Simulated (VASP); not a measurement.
Write the native input for VASP 6.6.1 that does the following.

```yaml
Task: single point
Functional: PBE
Potentials_or_basis: VASP PAW PBE potentials, release 64 (Sn_d, Se)
Cutoff: 520 eV
k_mesh: 2 × 2 × 2
Occupations: gaussian, width 0.1 eV
Spin: no spin polarisation
Dipole_correction: no
Further_INCAR_settings: LREAL = Auto; ALGO = Fast; EDIFF = 1e-06; NBANDS = 90
```

The structure of Sn8Se7 (a cell with a defect) lies in POSCAR:

```
Sn8Se7
1.0
    0.0000000000      6.0662700000      6.0662700000
    6.0662700000      0.0000000000      6.0662700000
    6.0662700000      6.0662700000      0.0000000000
Sn Se
8 7
Direct
   -0.0069265793      0.0258152868     -0.0104686240
   -0.0262597115     -0.0001426742      0.5013986354
   -0.0047276992      0.4883741574     -0.0098009980
   -0.0062513703      0.4877071907      0.5272794485
    0.5020413697     -0.0382313184      0.0690205843
    0.5060870189     -0.0380916939      0.4640590511
    0.4915761250      0.4944014197     -0.0040336978
    0.5007884581      0.5668949783      0.4643978920
    0.2668370349      0.2413299276      0.2463565750
    0.2290399207      0.2555608306      0.7576797604
    0.2432934901      0.7632020995      0.2634307408
    0.2665369329      0.7454714347      0.7429713811
    0.7668207152      0.2457591733      0.2412328334
    0.7493102022      0.2615277592      0.7617809626
    0.7668076099      0.7398404621      0.7467628378
```

These files were run (other wordings do the same):

INCAR

```
PREC = Accurate
ENCUT = 520
EDIFF = 1E-6
ISMEAR = 0
SIGMA = 0.1
LREAL = Auto
LASPH = T
NELM = 80
ALGO = Fast
ISIF = 2
LWAVE = F
LCHARG = F
GGA = PE
NBANDS = 90
```

KPOINTS

```
Automatic mesh
0
Gamma
  2 2 2
```

Potentials or basis: VASP PAW PBE potentials, release 64 (Sn_d, Se).

Launch:

```console
$ cat potpaw_PBE.64/Sn_d/POTCAR potpaw_PBE.64/Se/POTCAR > POTCAR
$ mpirun -np 1 vasp_std > vasp.out
```

It gave:

```json
{
 "Pressure": "0.5 GPa",
 "Largest force": "0.019 eV/Å",
 "Band gap on the k mesh": "0.14 eV, indirect (least direct gap 0.51 eV)"
}
```

Caveat: the k mesh is coarse (spacing up to 0.45 Å⁻¹), so the values aren't converged; spin-orbit coupling is left out, which moves the levels of the heavy elements.

It took 16 min on 1 thread of AMD EPYC 7R13 Processor (Zen 3), on a shared host, peak memory 0.63 GiB.
